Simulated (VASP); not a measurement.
# SnS2 (Berndtite-2T) (P-3m1) in VASP: notebook

The runs below take SnS2 (Berndtite-2T) through phonons, dielectric tensor, with LDA.

All numbers are computed with VASP 6.6.1; they aren't measurements. Logs are shortened: lines on timing, memory, paths and dates and some standing lists are left out, and cuts for length are marked.

### Step 1. Starting point

It takes space group P-3m1 (No. 164, trigonal). The conventional cell has a = 3.632 Å, b = 3.632 Å, c = 5.703 Å, α = 90.00°, β = 90.00°, γ = 120.00°. Around Sn (site symmetry -3m) lie 6 S at 2.56 Å. S (site symmetry 3m) has 3 Sn at 2.56 Å as nearest neighbours.

### Step 2. Phonons, LDA

Input file POSCAR:

```
SnS2
1.0
    3.6316759447      0.0000000000      0.0000000000
   -1.8158379723      3.1451236264      0.0000000000
    0.0000000000      0.0000000000      5.7029362746
  Sn              S
     1     2
Direct
     0.0000000000000000    0.0000000000000000    0.0000000000000000
     0.3333333332999970    0.6666666667000030    0.2573133145375053
     0.6666666667000030    0.3333333332999970    0.7426866854624947
```

Input file INCAR.step1:

```
SYSTEM = SnS2
ALGO = Normal
EDIFF = 1E-8
EDIFFG = -0.002
ENCUT = 600
IBRION = 2
ISIF = 3
ISMEAR = 0
KPAR = 2
LASPH = .TRUE.
LCHARG = .FALSE.
LREAL = .FALSE.
LWAVE = .FALSE.
NELM = 80
NSW = 40
PREC = Accurate
SIGMA = 0.03
```

Input file INCAR.step2:

```
SYSTEM = SnS2
ALGO = Normal
EDIFF = 1E-8
ENCUT = 600
IBRION = 6
ISIF = 2
ISMEAR = 0
KPAR = 2
LASPH = .TRUE.
LCHARG = .FALSE.
LREAL = .FALSE.
LWAVE = .FALSE.
NELM = 80
NFREE = 2
NSW = 1
POTIM = 0.015
PREC = Accurate
SIGMA = 0.03
```

Input file KPOINTS:

```
k-points
0
G
  9 9 5
  0 0 0
```

Potentials or basis: VASP PAW LDA potentials, release 64 (Sn_d, S).

Launch:

```bash
cat potpaw_LDA.64/Sn_d/POTCAR potpaw_LDA.64/S/POTCAR > POTCAR
cp INCAR.step1 INCAR
mpirun -np 2 vasp_std > vasp.out
cp CONTCAR POSCAR
cp INCAR.step2 INCAR
mpirun -np 2 vasp_std > vasp.out
```

OUTCAR:

```text
SYSTEM = SnS2
   EDIFF = 1E-8
   ENCUT = 600
   IBRION = 6
   ISIF = 2
   ISMEAR = 0
   LASPH = .TRUE.
   LREAL = .FALSE.
   NELM = 80
   NFREE = 2
   NSW = 1
   POTIM = 0.015
   PREC = Accurate

 ion  position               nearest neighbor table
   1  0.000  0.000  0.000-   2 2.56   3 2.56   2 2.56   3 2.56   3 2.56   2 2.56
   2  0.333  0.667  0.257-   1 2.56   1 2.56   1 2.56
   3  0.667  0.333  0.743-   1 2.56   1 2.56   1 2.56

  LATTYP: Found a hexagonal cell.
 ALAT       =     3.6316336370
 C/A-ratio  =     1.5701107174

  Lattice vectors:

 A1 = (   3.6316336370,  -0.0000000000,   0.0000000000)
 A2 = (  -1.8158168184,   3.1450869868,   0.0000000000)
 A3 = (   0.0000000000,   0.0000000000,   5.7020668951)

Analysis of symmetry for initial positions (statically):
=====================================================================
 Subroutine PRICEL returns:
 Original cell was already a primitive cell.

 Routine SETGRP: Setting up the symmetry group for a
 hexagonal supercell.

 Subroutine GETGRP returns: Found 12 space group operations
 (whereof 12 operations were pure point group operations)
 out of a pool of 24 trial point group operations.

The static configuration has the point symmetry D_3d.

Analysis of symmetry for dynamics (positions and initial velocities):
=====================================================================
 Subroutine PRICEL returns:
 Original cell was already a primitive cell.

 Routine SETGRP: Setting up the symmetry group for a
 hexagonal supercell.

 Subroutine GETGRP returns: Found 12 space group operations
 (whereof 12 operations were pure point group operations)
 out of a pool of 24 trial point group operations.

The dynamic configuration has the point symmetry D_3d.

 Subroutine INISYM returns: Found 12 space group operations
 (whereof 12 operations are pure point group operations),
 and found     1 'primitive' translations

----------------------------------------------------------------------------------------

                                     Primitive cell

  volume of cell :      65.1279

  direct lattice vectors                    reciprocal lattice vectors
     3.631633637 -0.000000000  0.000000000     0.275358172  0.158978115  0.000000000
    -1.815816818  3.145086987  0.000000000     0.000000000  0.317956230  0.000000000
     0.000000000  0.000000000  5.702066895     0.000000000  0.000000000  0.175375003

  length of vectors
     3.631633637  3.631633637  5.702066895     0.317956230  0.317956230  0.175375003

  position of ions in fractional coordinates (direct lattice)
     0.000000000  0.000000000  0.000000000
     0.333333333  0.666666667  0.257287077
     0.666666667  0.333333333  0.742712923

  ion indices of the primitive-cell ions
   primitive index   ion index
                 1           1
                 2           2
                 3           3

----------------------------------------------------------------------------------------

 KPOINTS: k-points

Automatic generation of k-mesh.
 Grid dimensions read from file:
 generate k-points for:    9    9    5

 Generating k-lattice:

[... 57 lines left out ...]
   LSORBIT =      F    spin-orbit coupling
   LASPH  =      T    aspherical Exc in radial PAW
   ENCUT  =  600.0 eV  44.10 Ry    6.64 a.u.   7.25  7.25 11.39*2*pi/ulx,y,z
   NELM   =     80;   NELMIN=  2; NELMDL=  0     # of ELM steps
   EDIFF  = 0.1E-07   stopping-criterion for ELM
   LREAL  =      F    real-space projection
   EDIFFG = 0.1E-06   stopping-criterion for IOM
   NSW    =     73    number of steps for IOM
   IBRION =      6    ionic relax: 0-MD 1-quasi-New 2-CG
   NFREE  =      2    steps in history (QN), initial steepest desc. (CG)
   ISIF   =      2    stress and relaxation
   ISYM   =      2    0-nonsym 1-usesym 2-fastsym
   POTIM  = 0.0150    time-step for ionic-motion
   TEBEG  =    0.0;   TEEND  =   0.0 temperature during run
   PSTRESS=    0.0 pullay stress
   NELECT =      26.0000    total number of electrons
   NUPDOWN=      -1.0000    fix difference up-down
   EMIN   =  10.00;   EMAX   =-10.00  energy-range for DOS
   EFERMI =   0.00;   METHOD = LEGACY
   ISMEAR =     0;   SIGMA  =   0.03  broadening in eV -4-tet -1-fermi 0-gaus
   EFERMI_NEDOS =   21; number of points for ismear=-14 and -15
   IALGO  =     38    algorithm
   IMIX   =      4    mixing-type and parameters
     AMIX     =   0.40;   BMIX     =  1.00
     AMIX_MAG =   1.60;   BMIX_MAG =  1.00
  volume/ion in A,a.u.               =      21.71       146.50
  Fermi-wavevector in a.u.,A,eV,Ry     =   1.205434  2.277941 19.770249  1.453072
  Thomas-Fermi vector in A             =   2.341131
   LORBIT       =      0    0 simple, 1 ext, 2 COOP (PROOUT), +10 PAW based schemes
   GGA     = CA    functional components
   LHFCALC =     F    Hartree Fock is set to
   AEXX    =    0.0000 exact exchange contribution
   IVDW    =     0    specifies the selected vdW correction
   LEPSILON=     F    determine dielectric tensor
   LRPA    =     F    only Hartree local field effects (RPA)
 finite differences with symmetry
 non-spin polarized calculation
 Gauss-broadening in eV      SIGMA  =   0.03
  energy-cutoff  :      600.00
  volume of cell :       65.13
 maximum number of plane-waves:      2207
 NGX is ok and might be reduce to    30
   NGX = 15   NGY = 15   NGZ = 23

--------------------------------------- Ionic step        1  -------------------------------------------

 number of electron      25.9999996 magnetization

 Free energy of the ion-electron system (eV)
  ---------------------------------------------------
  ext. energy  EPLUGINS =         0.00000000
  ---------------------------------------------------
  free energy    TOTEN  =       -15.07263893 eV

  energy without entropy =      -15.07263893  energy(sigma->0) =      -15.07263893

------------------------ aborting loop because EDIFF is reached ----------------------------------------

  FORCE on cell =-STRESS in cart. coord.  units (eV):
  Direction    XX          YY          ZZ          XY          YZ          ZX
  --------------------------------------------------------------------------------------
  -------------------------------------------------------------------------------------
  Total        0.0055804      0.0055804     -0.0015810      0.0000000     -0.0000000      0.0000000
  in kB        0.1372796      0.1372796     -0.0388940      0.0000000     -0.0000000      0.0000000
  external PRESSURE =       0.0785550 kB  Pullay stress =       0.0000000 kB
[... 283 lines left out ...]
--------------------------------------- Ionic step        9  -------------------------------------------

 number of electron      25.9999997 magnetization

 Free energy of the ion-electron system (eV)
  ---------------------------------------------------
  ext. energy  EPLUGINS =         0.00000000
  ---------------------------------------------------
  free energy    TOTEN  =       -15.07152378 eV

  energy without entropy =      -15.07152378  energy(sigma->0) =      -15.07152378

 E-fermi :   5.3997     XC(G=0): -10.2053

 val. band max:        5.2065437030   @ k =   0.0000   0.0000   0.0000
 cond. band min:       6.3549141326   @ k =  -0.0000   0.4444   0.4000
 fundamental gap:      1.1483704296
 Fermi energy:         5.3997165962

 k-point     1 :       0.0000    0.0000    0.0000
  band No.  band energies     occupation
      1     -15.8657      2.00000
      2     -15.8657      2.00000
      3     -15.8149      2.00000
      4     -15.7853      2.00000
      5     -15.7853      2.00000
      6      -8.9522      2.00000
[... 457 lines left out ...]
      4     -15.7855      2.00000
      5     -15.7635      2.00000
      6      -7.9254      2.00000
[... 9 lines left out ...]
     16      10.8652      0.00000
     17      12.0674      0.00000

 [... further k-points ...]

------------------------ aborting loop because EDIFF is reached ----------------------------------------

  FORCE on cell =-STRESS in cart. coord.  units (eV):
  Direction    XX          YY          ZZ          XY          YZ          ZX
  --------------------------------------------------------------------------------------
  -------------------------------------------------------------------------------------
  Total        0.1078473      0.1078473      0.2261179      0.0000000      0.0000000      0.0000000
  in kB        2.6530963      2.6530963      5.5626099      0.0000000      0.0000000      0.0000000
  external PRESSURE =       3.6229342 kB  Pullay stress =       0.0000000 kB
[... 18 lines left out ...]
  FREE ENERGIE OF THE ION-ELECTRON SYSTEM (eV)
  ---------------------------------------------------
  free  energy   TOTEN  =       -15.0715237761 eV

  energy  without entropy=      -15.0715237761  energy(sigma->0) =      -15.07152378

 INTERNAL STRAIN TENSORS FROM DISPLACED ATOMS
 ============================================

 INTERNAL STRAIN TENSOR FOR ION    1 for displacements in x,y,z  (eV/Angst):
          X           Y           Z          XY          YZ          ZX
  --------------------------------------------------------------------------------
  x     0.00000     0.00000     0.00000     0.00000     0.00000     0.00000
  y     0.00000     0.00000     0.00000     0.00000     0.00000     0.00000
  z     0.00000     0.00000     0.00000     0.00000     0.00000     0.00000

 INTERNAL STRAIN TENSOR FOR ION    3 for displacements in x,y,z  (eV/Angst):
          X           Y           Z          XY          YZ          ZX
  --------------------------------------------------------------------------------
  x    -0.00000     0.00000     0.00000    -0.80263     0.00000     6.16204
  y    -0.80263     0.80263     0.00000     0.00000     6.16204     0.00000
  z     6.56461     6.56461    15.13160     0.00000    -0.00000    -0.00000

 Eigenvectors and eigenvalues of the dynamical matrix
 ----------------------------------------------------

   1 f  =   10.107411 THz    63.506738 2PiTHz  337.146952 cm-1    41.800876 meV
             X         Y         Z           dx          dy          dz
      0.000000  0.000000  0.000000     0.000000   -0.000000   -0.592365
     -0.000000  2.096725  1.467068     0.000000   -0.000000    0.569695
      1.815817  1.048362  4.234999    -0.000000    0.000000    0.569695
[... 43 lines left out ...]
   9 f/i=    0.005413 THz     0.034009 2PiTHz    0.180548 cm-1     0.022385 meV
             X         Y         Z           dx          dy          dz
      0.000000  0.000000  0.000000    -0.312427   -0.743288   -0.000000
     -0.000000  2.096725  1.467068    -0.162079   -0.385599   -0.000000
      1.815817  1.048362  4.234999    -0.162079   -0.385599   -0.000000

 ELASTIC MODULI CONTR FROM IONIC RELAXATION (kBar)
 Direction    XX          YY          ZZ          XY          YZ          ZX
 --------------------------------------------------------------------------------
 XX        -195.3000   -183.3403   -436.3880     -0.0000     45.9096      0.0000
 YY        -183.3403   -195.3000   -436.3880     -0.0000    -45.9096     -0.0000
 ZZ        -436.3880   -436.3880  -1005.8859     -0.0000      0.0000     -0.0000
 XY          -0.0000     -0.0000     -0.0000     -5.9799     -0.0000     45.9096
 YZ          45.9096    -45.9096      0.0000     -0.0000   -352.4641     -0.0000
 ZX           0.0000     -0.0000     -0.0000     45.9096     -0.0000   -352.4638
 --------------------------------------------------------------------------------
```

It took 3 min on 2 MPI ranks of Intel Xeon 6975P-C (Granite Rapids), shared host; peak memory 0.51 GiB.

Results:

```
Highest phonon frequency at Γ, LO-TO splitting left out : 337 cm⁻¹
```

Phonon frequencies in cm⁻¹ (negative: imaginary):
```tsv
q point	frequencies
(0.000, 0.000, 0.000)	0 0 0 206 206 212 212 308 337
```

### Step 3. Dielectric tensor, LDA

Input file INCAR:

```
SYSTEM = SnS2
ALGO = Normal
EDIFF = 1E-8
ENCUT = 600
ISIF = 2
ISMEAR = 0
KPAR = 2
LASPH = .TRUE.
LCHARG = .FALSE.
LEPSILON = .TRUE.
LREAL = .FALSE.
LWAVE = .FALSE.
NELM = 80
PREC = Accurate
SIGMA = 0.03
```

Input file KPOINTS:

```
k-points
0
G
  15 15 8
  0 0 0
```

Input file POSCAR:

```
SnS2                                    
1.0
    3.6316336370     -0.0000000000      0.0000000000
   -1.8158168184      3.1450869868      0.0000000000
   -0.0000000000      0.0000000000      5.7020668951
  Sn              S             
     1     2
Direct
     0.0000000000000000    1.0000000000000000    0.0000000000000000
     0.3333333332999970    0.6666666667000030    0.2572870769037744
     0.6666666667000030    0.3333333332999970    0.7427129230962256
```

Potentials or basis: VASP PAW LDA potentials, release 64 (Sn_d, S).

Launch:

```bash
cat potpaw_LDA.64/Sn_d/POTCAR potpaw_LDA.64/S/POTCAR > POTCAR
mpirun -np 2 vasp_std > vasp.out
```

OUTCAR:

```text
SYSTEM = SnS2
   EDIFF = 1E-8
   ENCUT = 600
   ISIF = 2
   ISMEAR = 0
   LASPH = .TRUE.
   LEPSILON = .TRUE.
   LREAL = .FALSE.
   NELM = 80
   PREC = Accurate

 ion  position               nearest neighbor table
   1  0.000  0.000  0.000-   2 2.56   3 2.56   2 2.56   3 2.56   3 2.56   2 2.56
   2  0.333  0.667  0.257-   1 2.56   1 2.56   1 2.56
   3  0.667  0.333  0.743-   1 2.56   1 2.56   1 2.56

  LATTYP: Found a hexagonal cell.
 ALAT       =     3.6316336370
 C/A-ratio  =     1.5701107174

  Lattice vectors:

 A1 = (   3.6316336370,   0.0000000000,   0.0000000000)
 A2 = (  -1.8158168184,   3.1450869868,   0.0000000000)
 A3 = (   0.0000000000,   0.0000000000,   5.7020668951)

Analysis of symmetry for initial positions (statically):
=====================================================================
 Subroutine PRICEL returns:
 Original cell was already a primitive cell.

 Routine SETGRP: Setting up the symmetry group for a
 hexagonal supercell.

 Subroutine GETGRP returns: Found 12 space group operations
 (whereof 12 operations were pure point group operations)
 out of a pool of 24 trial point group operations.

[... 706 lines left out ...]
  free energy    TOTEN  =        -1.27628369 eV

  energy without entropy =       -1.27628369

------------------------ aborting loop because EDIFF is reached ----------------------------------------

 PIEZOELECTRIC TENSOR FIELD DIRECTION 3  (e Angst)
 -----------------------------------------------------------------------------
     0.00391  0.00000  0.00000           (  0.00001  0.00000  0.00000)
     0.00000  0.00391  0.00000           (  0.00000  0.00001  0.00000)
    -0.00000  0.00000 -0.00508           (  0.00000  0.00000 -0.00001)

 PIEZOELECTRIC TENSOR FIELD DIRECTION 3  (C/m^2)
 -----------------------------------------------------------------------------
     0.00096  0.00000  0.00000
     0.00000  0.00096  0.00000
    -0.00000  0.00000 -0.00125

 MACROSCOPIC STATIC DIELECTRIC TENSOR (including local field effects in DFT)
 ------------------------------------------------------
           9.253807     0.000000    -0.000000
           0.000000     9.253807    -0.000000
          -0.000000     0.000000     7.761850
 ------------------------------------------------------

 PIEZOELECTRIC TENSOR (including local field effects)  for field in x, y, z        (e  Angst)
          XX          YY          ZZ          XY          YZ          ZX
  --------------------------------------------------------------------------------
  x     0.00000     0.00000     0.00000     0.00000     0.00000     0.00000
  y     0.00000     0.00000     0.00000     0.00000     0.00000     0.00000
  z     0.00000     0.00000     0.00000     0.00000     0.00000     0.00000

 PIEZOELECTRIC TENSOR (including local field effects)  for field in x, y, z        (C/m^2)
          XX          YY          ZZ          XY          YZ          ZX
  --------------------------------------------------------------------------------
  x     0.00000     0.00000     0.00000     0.00000     0.00000     0.00000
  y     0.00000     0.00000     0.00000     0.00000     0.00000     0.00000
  z     0.00000     0.00000     0.00000     0.00000     0.00000     0.00000

 BORN EFFECTIVE CHARGES (including local field effects) (in |e|, cummulative output)
 ---------------------------------------------------------------------------------
 ion    1
    1     4.91768     0.00000     0.00000
    2     0.00000     4.91768     0.00000
    3     0.00000     0.00000     2.11396
 ion    2
    1    -2.45884    -0.00000     0.00000
    2    -0.00000    -2.45884     0.00000
    3     0.00000    -0.00000    -1.05698
 ion    3
    1    -2.45884    -0.00000     0.00000
    2    -0.00000    -2.45884     0.00000
    3     0.00000    -0.00000    -1.05698
```

stdout:

```text
POSCAR found type information on POSCAR SnS
 POSCAR found :  2 types and       3 ions
 scaLAPACK will be used
 LDA part: xc-table for (Slater(with rela. corr.)+CA(PZ))
 , standard interpolation
 POSCAR, INCAR and KPOINTS ok, starting setup
 FFT: planning ... GRIDC
 FFT: planning ... GRID_SOFT
 FFT: planning ... GRID
 WAVECAR not read
 entering main loop
 Linear response reoptimize wavefunctions to high precision
 Linear response G [H, r] |phi>, progress :
  Direction:   1
 Linear response G [H, r] |phi>, progress :
  Direction:   2
 Linear response G [H, r] |phi>, progress :
  Direction:   3
 Linear response to external field (no local field effect), progress :
  Direction:   1
 dielectric tensor                  component  1 :    10.395    -2.227    -0.342
 Linear response to external field (no local field effect), progress :
  Direction:   2
 dielectric tensor                  component  2 :    -2.227     9.686    -1.115
 Linear response to external field (no local field effect), progress :
  Direction:   3
 dielectric tensor                  component  3 :    -0.341    -1.115    10.017
 Linear response to external field, progress :
  Direction:   1
 dielectric tensor                  component  1 :     9.254    -1.055     0.070
 Linear response to external field, progress :
  Direction:   2
 dielectric tensor                  component  2 :    -1.048     9.254     0.000
 Linear response to external field, progress :
  Direction:   3
 dielectric tensor                  component  3 :    -0.369    -0.938     7.762
 Born effective charges drift removed
```

Run time: 15 min. Hardware: 2 MPI ranks of Intel Xeon 6975P-C (Granite Rapids), shared host; peak memory 1.4 GiB.

What came out:

| Item | Value |
| --- | --- |
| Band gap on the k mesh | 1.10 eV, indirect (least direct gap 1.63 eV) |
| Electronic dielectric tensor (diagonal) | 9.25, 9.25, 7.76 |
| Born charges (mean of the diagonal) | Sn +3.98; S -1.99 e |

Electronic dielectric tensor:
```
9.25 0.00 0.00
0.00 9.25 0.00
0.00 0.00 7.76
```

Born effective charge tensors (e):
atom 1, Sn
```
4.92 0.00 0.00
0.00 4.92 0.00
0.00 0.00 2.11
```
atom 2, S
```
-2.46  0.00  0.00
 0.00 -2.46  0.00
 0.00  0.00 -1.06
```
atom 3, S
```
-2.46  0.00  0.00
 0.00 -2.46  0.00
 0.00  0.00 -1.06
```

Caveat: spin-orbit coupling is left out, which moves the levels of the heavy elements; an odd mesh through Γ misses points on the zone boundary, where band edges often lie.
